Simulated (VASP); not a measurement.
**BN: single point with PBEsol**

BN:

```xyz
4
Lattice="2.4472 0.0000 0.0000 -1.2236 2.1194 0.0000 0.0000 0.0000 6.5002" Properties=species:S:1:pos:R:3 pbc="T T T"
N     1.2236    0.7065    1.6251
N     0.0000    1.4129    4.8752
B     1.2236    0.7065    4.8752
B     0.0000    1.4129    1.6251
```

```json
{"Program": "VASP 6.6.1", "Task": "single point", "Functional": "PBEsol", "Potentials or basis": "VASP PAW PBE potentials, release 64 (N, B)", "Cutoff": "520 eV", "k mesh": "12 × 12 × 4", "Occupations": "fermi-dirac, width 0.05 eV", "Spin": "no spin polarisation", "Dipole correction": "no", "Further INCAR settings": "ALGO = Normal; EDIFF = 1e-06; NBANDS = 16"}
```

```yaml
Pressure: 19.7 GPa
Band_gap_on_the_k_mesh: 4.24 eV, indirect (least direct gap 4.70 eV)
```

Stress tensor (GPa, compression positive):
```
28.87  0.00  0.00
 0.00 28.87  0.00
 0.00  0.00  1.48
```

Levels at points of the mesh, in eV from the valence-band top:
```tsv
k point	band 5	band 6	band 7	band 8	band 9	band 10	band 11	band 12
(0.00, 0.00, 0.00)	-1.22	-1.22	-1.18	-1.18	5.17	10.67	12.08	12.08
(0.50, 0.00, 0.00)	-4.24	-4.17	-1.59	-0.46	4.24	5.83	10.08	10.63
(0.00, 0.00, 0.50)	-1.20	-1.20	-1.20	-1.20	7.77	7.77	12.15	12.15
(0.50, 0.00, 0.50)	-4.20	-4.20	-1.00	-1.00	4.76	4.76	10.59	10.59
```

Wall time 13 s on 1 thread of Intel(R) Xeon(R) 6975P-C (Granite Rapids) (shared host), peak memory 0.14 GiB.

Caveat: so large a pressure means that the cell lies far from this level's equilibrium, or that cutoff or potentials fall short; the potentials were made for another functional, which shifts forces and pressure; this functional lacks dispersion, which binds the layers, so the pressure and a relaxed spacing across them are unreliable. A k mesh can miss the band edges.
